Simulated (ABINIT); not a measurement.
Crystal: BN.

```
N B
1.0
     2.55394    0.00000    0.00000
    -1.27697    2.21178    0.00000
     0.00000    0.00000    4.22685
N B
2 2
Direct
  0.33333 0.66667 0.12528
  0.66667 0.33333 0.62528
  0.33333 0.66667 0.49972
  0.66667 0.33333 0.99972
```

Measurements of this composition are mostly on another form, of space group No. 194.

Base run:

```yaml
Program: ABINIT 10.8.3 (patched build)
Functional: PBE
Potentials_or_basis: PseudoDojo NC SR PBE v0.4.1 standard
Cutoff: 952 eV
k_mesh: 8 × 8 × 4
Occupations: fixed
Spin: no spin polarisation
```

Its results: band gap on the k mesh 5.58 eV, indirect (least direct gap 8.28 eV); pressure -1.6 GPa; largest force 0.016 eV/Å.

Problem. The run is repeated on the same cell with these changes: functional from PBE to HSE06. What comes out?

Solution. Band gap on the k mesh 6.98 eV, indirect (least direct gap 9.92 eV); pressure -8.7 GPa; largest force 0.038 eV/Å.

HSE06 gives the wider gap, since exact exchange removes part of the self-interaction.

Caveats: Libxc's HSE differs a little from that of other programs (some runs); the potentials were made for another functional, which shifts forces and pressure (some runs).

A k mesh can miss the band edges.
